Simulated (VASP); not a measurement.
The system is GaN.

```
Ga N
1.0
     3.18000    0.00000    0.00000
    -1.59000    2.75396    0.00000
     0.00000    0.00000    5.16600
Ga N
2 2
Direct
  0.33333 0.66667 0.00000
  0.66667 0.33333 0.50000
  0.33333 0.66667 0.37500
  0.66667 0.33333 0.87500
```

* Program: VASP 6.6.1
* Task: relaxation of cell and atoms
* Functional: PBE
* Dispersion: D3(BJ)
* Potentials or basis: VASP PAW PBE potentials, release 64 (Ga_d, N)
* Cutoff: 600 eV
* k mesh: 12 × 12 × 5
* Occupations: gaussian, width 0.03 eV
* Spin: no spin polarisation

At the start: pressure 3.4 GPa; volume 11.31 Å³/atom.

Where does the relaxation end?

Over 8 steps the energy falls by 2.6 meV/atom and the volume is 11.52 Å³/atom (+1.8 %); space group P6_3mc (No. 186, to 0.05 Å).

Step by step:
```csv
step,energy change (eV),largest force (eV/Å),pressure (GPa),volume (Å³)
1,0.0000,0.1338,3.39,45.24
2,-0.0025,0.0835,-2.80,46.83
3,-0.0103,0.0069,-0.05,46.08
4,-0.0103,0.0096,0.17,46.06
5,-0.0104,0.0122,0.00,46.07
6,-0.0104,0.0116,0.05,46.07
7,-0.0104,0.0111,-0.02,46.07
8,-0.0104,0.0010,0.08,46.07
```

Final structure:
```
Ga N
1.0
     3.19567    0.00000    0.00000
    -1.59784    2.76753    0.00000
     0.00000    0.00000    5.20895
Ga N
2 2
Direct
  0.33333 0.66667 0.99921
  0.66667 0.33333 0.49921
  0.33333 0.66667 0.37579
  0.66667 0.33333 0.87579
```
